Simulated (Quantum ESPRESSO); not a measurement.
# Al (Im-3m) in Quantum ESPRESSO: further runs

The runs below take Al through phonons, with PBEsol.

All numbers are computed with Quantum ESPRESSO 7.5; they aren't measurements. Logs are shortened: lines on timing, memory, paths and dates and some standing lists are left out, and cuts for length are marked.

**1. Starting point**

Symmetry: Im-3m, No. 229, cubic system. Conventional cell: a = 3.182 Å, b = 3.182 Å, c = 3.182 Å, α = 90.00°, β = 90.00°, γ = 90.00°. Around Al (site symmetry m-3m) lie 8 Al at 2.76 Å.

This isn't the form of Al at room conditions, which is fcc.

**2. Phonons, PBEsol**

The input, pw.in:

```
&CONTROL
  calculation = 'scf'
  prefix = 'pwscf'
  outdir = './tmp'
  pseudo_dir = './pseudo'
  tprnfor = .true.
  tstress = .true.
  disk_io = 'low'
/
&SYSTEM
  ibrav = 0
  nat = 1
  ntyp = 1
  ecutwfc = 40
  nbnd = 6
  occupations = 'smearing'
  smearing = 'mv'
  degauss = 0.01469973
/
&ELECTRONS
  conv_thr = 2d-10
  electron_maxstep = 120
  mixing_beta = 0.5
/
ATOMIC_SPECIES
Al    26.9815 Al.upf
CELL_PARAMETERS angstrom
  -1.5912186900    1.5912186900    1.5912186900
   1.5912186900   -1.5912186900    1.5912186900
   1.5912186900    1.5912186900   -1.5912186900
ATOMIC_POSITIONS angstrom
Al     0.0000000000    0.0000000000    0.0000000000
K_POINTS automatic
12 12 12 0 0 0
```

The input, scf2.in:

```
&CONTROL
  calculation = 'scf'
  prefix = 'pwscf'
  outdir = './tmp'
  pseudo_dir = './pseudo'
  tprnfor = .true.
  tstress = .true.
  disk_io = 'low'
/
&SYSTEM
  ibrav = 0
  nat = 1
  ntyp = 1
  ecutwfc = 40
  nbnd = 6
  occupations = 'smearing'
  smearing = 'mv'
  degauss = 0.01469973
/
&ELECTRONS
  conv_thr = 1d-13
  electron_maxstep = 120
  mixing_beta = 0.5
  startingpot = 'file'
  startingwfc = 'file'
/
ATOMIC_SPECIES
Al    26.9815 Al.upf
CELL_PARAMETERS angstrom
  -1.5912186900    1.5912186900    1.5912186900
   1.5912186900   -1.5912186900    1.5912186900
   1.5912186900    1.5912186900   -1.5912186900
ATOMIC_POSITIONS angstrom
Al     0.0000000000    0.0000000000    0.0000000000
K_POINTS automatic
12 12 12 0 0 0
```

The input, ph.in:

```
phonons of Al
&INPUTPH
  prefix = 'pwscf'
  outdir = './tmp'
  tr2_ph = 1d-18
  fildyn = 'dyn'
  niter_ph = 90
  alpha_mix(1) = 0.4
/
0.4330127019 0.4330127019 0.0000000000
```

Potentials or basis: PseudoDojo 0.4.1 SR PBEsol standard.

Run with:

```
$ OMP_NUM_THREADS=1 pw.x -in pw.in > pw.out
$ OMP_NUM_THREADS=1 pw.x -in scf2.in > scf2.out
$ OMP_NUM_THREADS=1 ph.x -in ph.in > ph.out
```

pw.out:

```text
This program is part of the open-source Quantum ESPRESSO suite
     for quantum simulation of materials; please cite
[... 9 lines left out ...]
     --------------------
     sticks:   dense  smooth     PW     G-vecs:    dense   smooth      PW
     Sum         333     333    129                 3781     3781     959

     Using Slab Decomposition

     bravais-lattice index     =            0
     lattice parameter (alat)  =       5.2082  a.u.
     unit-cell volume          =     108.7542 (a.u.)^3
     number of atoms/cell      =            1
     number of atomic types    =            1
     number of electrons       =         3.00
     number of Kohn-Sham states=            6
     kinetic-energy cutoff     =      40.0000  Ry
     charge density cutoff     =     160.0000  Ry
     scf convergence threshold =      2.0E-10
     mixing beta               =       0.5000
     number of iterations used =            8  plain     mixing
     Exchange-correlation= PBESOL
                           (   1   4  10   8   0   0   0)

     celldm(1)=   5.208221  celldm(2)=   0.000000  celldm(3)=   0.000000
     celldm(4)=   0.000000  celldm(5)=   0.000000  celldm(6)=   0.000000

     crystal axes: (cart. coord. in units of alat)
               a(1) = (  -0.577350   0.577350   0.577350 )
               a(2) = (   0.577350  -0.577350   0.577350 )
               a(3) = (   0.577350   0.577350  -0.577350 )

     reciprocal axes: (cart. coord. in units 2 pi/alat)
               b(1) = ( -0.000000  0.866025  0.866025 )
               b(2) = (  0.866025 -0.000000  0.866025 )
               b(3) = (  0.866025  0.866025  0.000000 )

     PseudoPot. # 1 for Al read from file:
     Al.upf
     Pseudo is Norm-conserving + core correction, Zval =  3.0
     Generated using ONCVPSP code by D. R. Hamann
     Using radial grid of 1876 points,  6 beta functions with:
                l(1) =   0
                l(2) =   0
                l(3) =   1
                l(4) =   1
                l(5) =   2
                l(6) =   2

     atomic species   valence    mass     pseudopotential
     Al                3.00    26.98150     Al( 1.00)

     48 Sym. Ops., with inversion, found

   Cartesian axes

     site n.     atom                  positions (alat units)
         1        Al     tau(   1) = (   0.0000000   0.0000000   0.0000000  )

     number of k points=    72  Marzari-Vanderbilt smearing, width (Ry)=  0.0147
                       cart. coord. in units 2pi/alat
        k(    1) = (   0.0000000   0.0000000   0.0000000), wk =   0.0011574
        k(    2) = (   0.0721688   0.0721688   0.0000000), wk =   0.0138889
        k(    3) = (   0.1443376   0.1443376   0.0000000), wk =   0.0138889
        k(    4) = (   0.2165064   0.2165064   0.0000000), wk =   0.0138889
        k(    5) = (   0.2886751   0.2886751   0.0000000), wk =   0.0138889
        k(    6) = (   0.3608439   0.3608439   0.0000000), wk =   0.0138889
[... 64 lines left out ...]
        k(   71) = (  -0.8660254  -0.0721688  -0.0721688), wk =   0.0138889
        k(   72) = (  -0.8660254  -0.8660254  -0.8660254), wk =   0.0011574

     Dense  grid:     3781 G-vectors     FFT dimensions: (  24,  24,  24)

     Initial potential from superposition of free atoms

     starting charge       2.9977, renormalised to       3.0000
     Starting wfcs are    4 randomized atomic wfcs +    2 random wfcs

     Self-consistent Calculation

     iteration #  1     ecut=    40.00 Ry     beta= 0.50
     Davidson diagonalization with overlap
     ethr =  1.00E-02,  avg # of iterations =  6.2

     Threshold (ethr) on eigenvalues was too large:
     Diagonalizing with lowered threshold

     Davidson diagonalization with overlap
     ethr =  1.80E-04,  avg # of iterations =  2.9

     total energy              =      -4.63266850 Ry
     estimated scf accuracy    <       0.00531636 Ry

     iteration #  2     ecut=    40.00 Ry     beta= 0.50
     Davidson diagonalization with overlap
     ethr =  1.77E-04,  avg # of iterations =  1.0

     total energy              =      -4.63226405 Ry
     estimated scf accuracy    <       0.00110636 Ry

     iteration #  3     ecut=    40.00 Ry     beta= 0.50
     Davidson diagonalization with overlap
     ethr =  3.69E-05,  avg # of iterations =  1.9

     total energy              =      -4.63231021 Ry
     estimated scf accuracy    <       0.00000084 Ry

     iteration #  4     ecut=    40.00 Ry     beta= 0.50
     Davidson diagonalization with overlap
     ethr =  2.80E-08,  avg # of iterations =  4.7

     total energy              =      -4.63231272 Ry
     estimated scf accuracy    <       0.00000002 Ry

     iteration #  5     ecut=    40.00 Ry     beta= 0.50
     Davidson diagonalization with overlap
     ethr =  5.68E-10,  avg # of iterations =  1.8

     total energy              =      -4.63231273 Ry
     estimated scf accuracy    <          1.1E-09 Ry

     iteration #  6     ecut=    40.00 Ry     beta= 0.50
     Davidson diagonalization with overlap
     ethr =  3.64E-11,  avg # of iterations =  1.6

     End of self-consistent calculation

          k = 0.0000 0.0000 0.0000 (   459 PWs)   bands (ev):

    -3.1733  21.5183  21.5183  23.0958  23.0958  23.0958

          k = 0.0722 0.0722 0.0000 (   451 PWs)   bands (ev):

    -2.9705  19.3457  20.3570  20.7550  22.2859  23.3164

          k = 0.1443 0.1443 0.0000 (   465 PWs)   bands (ev):

    -2.3638  15.8887  18.9675  19.3886  20.9506  22.1496

          k = 0.2165 0.2165 0.0000 (   465 PWs)   bands (ev):

    -1.3584  12.4781  17.8630  18.1461  19.7897  21.1681

          k = 0.2887 0.2887 0.0000 (   468 PWs)   bands (ev):

     0.0373   9.3256  17.0728  17.2127  18.9341  20.3931

          k = 0.3608 0.3608 0.0000 (   464 PWs)   bands (ev):

     1.8092   6.4913  16.5996  16.6411  18.4152  19.8968

          k =-0.4330-0.4330 0.0000 (   476 PWs)   bands (ev):

     3.7078   4.2375  16.4416  16.4489  18.2409  19.7262

          k = 0.1443 0.0722 0.0722 (   464 PWs)   bands (ev):

    -2.5657  17.6290  17.8360  19.6793  22.4128  22.5475

          k = 0.2165 0.1443 0.0722 (   462 PWs)   bands (ev):

    -1.7597  14.2731  16.3708  18.4404  21.3208  22.6255

          k = 0.2887 0.2165 0.0722 (   463 PWs)   bands (ev):

    -0.5591  10.9963  15.3039  17.4440  20.3266  22.2679

          k = 0.3608 0.2887 0.0722 (   469 PWs)   bands (ev):

     1.0253   8.0052  14.5837  16.7653  19.6332  21.7862

          k = 0.4330 0.3608 0.0722 (   465 PWs)   bands (ev):

     2.9685   5.3546  14.2211  16.4232  19.2797  21.5043

          k = 0.2887 0.1443 0.1443 (   461 PWs)   bands (ev):

    -0.7585  12.7301  13.3249  17.3726  21.9031  22.3063

          k = 0.3608 0.2165 0.1443 (   467 PWs)   bands (ev):

     0.6311   9.8507  12.1653  16.5410  21.3029  23.1604

          k = 0.4330 0.2887 0.1443 (   465 PWs)   bands (ev):

     2.3946   7.0524  11.5927  16.0276  20.8124  24.0295

          k = 0.5052 0.3608 0.1443 (   467 PWs)   bands (ev):

     4.2720   4.8259  11.4037  15.8545  20.6433  24.2678

          k = 0.4330 0.2165 0.2165 (   468 PWs)   bands (ev):

     2.2009   8.7914   9.5262  15.8752  22.4317  22.9431

          k = 0.5052 0.2887 0.2165 (   468 PWs)   bands (ev):

     4.1208   6.4694   8.8532  15.5319  22.3515  24.3526

          k = 0.5774 0.2887 0.2887 (   463 PWs)   bands (ev):

     5.9661   5.9661   6.9743  15.3620  24.0686  24.0686

          k = 0.1443 0.1443 0.1443 (   456 PWs)   bands (ev):

    -1.9608  16.0702  16.0702  16.6584  24.2190  24.2191

          k = 0.2165 0.2165 0.1443 (   466 PWs)   bands (ev):

    -0.9582  12.8087  14.7868  15.3852  23.6014  23.9744

          k = 0.2887 0.2887 0.1443 (   470 PWs)   bands (ev):

     0.4334   9.6858  13.8544  14.5244  22.8911  23.3664

          k = 0.3608 0.3608 0.1443 (   470 PWs)   bands (ev):

     2.1997   6.8674  13.2910  14.0032  22.4131  22.9575

          k = 0.4330 0.4330 0.1443 (   472 PWs)   bands (ev):

     4.0837   4.6312  13.1027  13.8284  22.2478  22.8149

          k =-0.0000-0.0000 0.1443 (   458 PWs)   bands (ev):

    -2.7680  18.7860  18.7860  21.1456  21.2198  21.9153

          k = 0.2887 0.2165 0.2165 (   469 PWs)   bands (ev):

     0.2354  11.4265  12.0359  14.1286  24.7694  24.7963

          k = 0.3608 0.2887 0.2165 (   470 PWs)   bands (ev):

     1.8102   8.7211  11.0459  13.3992  24.3356  25.5348

          k = 0.4330 0.3608 0.2165 (   469 PWs)   bands (ev):

     3.7386   6.1120  10.6551  13.0348  24.0514  25.6986

          k = 0.0000-0.0722 0.2165 (   468 PWs)   bands (ev):

    -2.1621  15.9763  17.2626  19.6577  20.8428  21.3399

          k = 0.4330 0.2887 0.2887 (   471 PWs)   bands (ev):

     3.5544   7.8500   8.5841  12.8398  25.7349  25.8822

          k = 0.5052 0.3608 0.2887 (   469 PWs)   bands (ev):

     5.4007   5.9344   8.1182  12.6547  25.7232  27.1912

          k = 0.0000-0.1443 0.2887 (   462 PWs)   bands (ev):

    -1.1581  12.6396  16.0514  18.4568  20.2936  21.2686

          k = 0.0722-0.0722 0.2887 (   464 PWs)   bands (ev):

    -1.3583  14.3532  14.7574  19.2463  19.6849  21.1278

          k =-0.0000-0.2165 0.3608 (   464 PWs)   bands (ev):

     0.2356   9.5061  15.1774  17.5673  19.4648  21.4643

          k = 0.0722-0.1443 0.3608 (   461 PWs)   bands (ev):

    -0.1611  11.3280  13.5148  18.4172  19.7756  20.8608

          k = 0.0000-0.2887 0.4330 (   462 PWs)   bands (ev):

     2.0048   6.6802  14.6501  17.0238  18.9534  21.3051

          k = 0.0722-0.2165 0.4330 (   463 PWs)   bands (ev):

     1.4188   8.3717  12.7789  17.7285  19.3409  21.8174

          k = 0.1443-0.1443 0.4330 (   463 PWs)   bands (ev):

     1.2226  10.1033  10.7868  18.8712  19.3187  20.4908

          k =-0.8660-0.3608-0.3608 (   458 PWs)   bands (ev):

     3.8961   4.4353  14.4738  16.8411  18.7817  21.2088

          k =-0.7939-0.2887-0.3608 (   464 PWs)   bands (ev):

     3.3549   5.7367  12.4116  17.3779  19.0326  22.8415

          k =-0.7217-0.2165-0.3608 (   464 PWs)   bands (ev):

     2.9774   7.5929   9.9501  18.4331  19.3292  21.4350

          k =-0.7217-0.2887-0.2887 (   464 PWs)   bands (ev):

     4.8370   5.4018   9.7464  18.2716  19.2143  22.9978

          k =-0.6495-0.2165-0.2887 (   467 PWs)   bands (ev):

     4.8750   6.9079   7.6772  18.2698  20.5971  21.3331

          k = 0.2887 0.2887 0.2887 (   468 PWs)   bands (ev):

     1.6146  10.4874  10.4874  11.6769  27.1544  27.1555

          k = 0.3608 0.3608 0.2887 (   471 PWs)   bands (ev):

     3.3629   7.9480   9.9221  10.8719  27.2887  27.3545

          k = 0.4330 0.4330 0.2887 (   470 PWs)   bands (ev):

     5.2122   5.7771   9.7335  10.6583  27.2606  27.3203

          k = 0.0000 0.0000 0.2887 (   462 PWs)   bands (ev):

    -1.5588  15.6890  15.6890  17.5558  18.6833  23.1019

          k = 0.4330 0.3608 0.3608 (   469 PWs)   bands (ev):

     5.2518   7.2844   7.9609  10.1592  28.7547  28.8039

          k = 0.0000-0.0722 0.3608 (   460 PWs)   bands (ev):

    -0.5589  13.0790  14.4562  16.6778  18.3450  22.8454

          k =-0.0000-0.1443 0.4330 (   462 PWs)   bands (ev):

     0.8289  10.0379  13.5733  15.8831  19.2952  22.1281

          k = 0.0722-0.0722 0.4330 (   462 PWs)   bands (ev):

     0.6317  11.7566  12.2527  16.5576  17.5978  22.7691

          k = 0.0000-0.2165 0.5052 (   460 PWs)   bands (ev):

     2.5900   7.2427  13.0427  15.3457  20.6916  21.6441

          k = 0.0722-0.1443 0.5052 (   463 PWs)   bands (ev):

     2.2022   9.0835  11.3254  16.2417  18.4586  22.1872

          k =-0.8660-0.2887-0.2887 (   472 PWs)   bands (ev):

     4.4609   5.0234  12.8656  15.1615  21.4776  21.9767

          k =-0.7939-0.2165-0.2887 (   459 PWs)   bands (ev):

     4.1241   6.4921  10.9464  15.9228  20.0358  21.5539

          k =-0.7217-0.1443-0.2887 (   462 PWs)   bands (ev):

     3.9413   8.2231   8.9327  17.4227  18.1991  21.3692

          k =-0.7217-0.2165-0.2165 (   460 PWs)   bands (ev):

     5.7786   6.3168   8.4789  17.5558  19.4735  19.8835

          k = 0.4330 0.4330 0.4330 (   456 PWs)   bands (ev):

     7.0958   7.0958   7.0958   8.6411  30.1912  30.1913

          k = 0.0000 0.0000 0.4330 (   458 PWs)   bands (ev):

     0.4341  13.2146  13.2146  14.7270  16.3578  25.0654

          k =-0.0000-0.0722 0.5052 (   458 PWs)   bands (ev):

     1.8120  10.8680  12.3281  14.3346  16.2594  23.9927

          k = 0.0000-0.1443 0.5774 (   457 PWs)   bands (ev):

     3.5592   8.1626  11.7965  13.9364  17.5553  21.6369

          k = 0.0722-0.0722 0.5774 (   463 PWs)   bands (ev):

     3.3680   9.8920  10.4325  14.6243  15.8208  21.4934

          k =-0.8660-0.2165-0.2165 (   462 PWs)   bands (ev):

     5.4024   5.9853  11.6193  13.7692  19.0967  19.7737

          k =-0.7939-0.1443-0.2165 (   463 PWs)   bands (ev):

     5.2680   7.5918   9.8547  14.7042  16.9643  19.2046

          k =-0.7217-0.1443-0.1443 (   466 PWs)   bands (ev):

     7.0949   7.0949   8.0567  16.2775  16.2775  17.7483

          k =-0.0000-0.0000 0.5774 (   458 PWs)   bands (ev):

     3.1755  11.4404  11.4404  12.6976  14.5034  21.3574

          k = 0.0000-0.0722 0.6495 (   464 PWs)   bands (ev):

     4.9022   9.3853  10.9087  12.7407  14.7173  18.8414

          k =-0.8660-0.1443-0.1443 (   466 PWs)   bands (ev):

     6.7189   7.2842  10.7316  12.6942  15.8952  17.1208

          k =-0.7939-0.0722-0.1443 (   468 PWs)   bands (ev):

     6.7658   8.7712   9.3483  13.4638  14.4195  16.6162

          k = 0.0000 0.0000 0.7217 (   462 PWs)   bands (ev):

     6.5976  10.3771  10.3771  11.4776  13.1448  16.3455

          k =-0.8660-0.0722-0.0722 (   474 PWs)   bands (ev):

     8.3974   8.8255  10.2000  11.8329  13.0771  14.9193

          k =-0.8660-0.8660-0.8660 (   466 PWs)   bands (ev):

    10.0231  10.0231  10.0231  11.0706  11.0706  13.9709

     the Fermi energy is     8.1148 ev

!    total energy              =      -4.63231273 Ry
     estimated scf accuracy    <          1.4E-12 Ry
     smearing contrib. (-TS)   =      -0.00010109 Ry
     internal energy E=F+TS    =      -4.63221163 Ry

     The total energy is F=E-TS. E is the sum of the following terms:
     one-electron contribution =       2.98581288 Ry
     hartree contribution      =       0.00483537 Ry
     xc contribution           =      -2.17665852 Ry
     ewald contribution        =      -5.44620137 Ry

     convergence has been achieved in   6 iterations

     Forces acting on atoms (cartesian axes, Ry/au):

     atom    1 type  1   force =     0.00000000    0.00000000    0.00000000

     Total force =     0.000000     Total SCF correction =     0.000000

     Computing stress (Cartesian axis) and pressure

          total   stress  (Ry/bohr**3)                   (kbar)     P=       20.61
   0.00014009   0.00000000   0.00000000           20.61        0.00        0.00
   0.00000000   0.00014009   0.00000000            0.00       20.61        0.00
   0.00000000   0.00000000   0.00014009            0.00        0.00       20.61

=------------------------------------------------------------------------------=
   JOB DONE.
=------------------------------------------------------------------------------=
```

Run time: 35 s. Hardware: 1 thread of Arm Neoverse V2, shared host; peak memory 0.09 GiB.

Results:

```
Free energy                                 : -63.0258 eV
Pressure after relaxing                     : 2.1 GPa
Band gap on the k mesh                      : none (metal or under the smearing width)
Highest phonon frequency at the q point run : 333 cm⁻¹
Most unstable mode                          : 118i cm⁻¹
```

Phonon frequencies in cm⁻¹ (negative: imaginary):
```
              q point   frequencies
(0.000, 0.000, 0.500)  -118 220 333
```

Phonon modes at q = (0.000, 0.000, 0.500) in reciprocal lattice units:
```tsv
mode	symmetry	cm⁻¹
1	B_2u	-118
2	B_1u	220
3	B_3u	333
```

Caveat: some modes are imaginary.

[end of part 1 of 2]
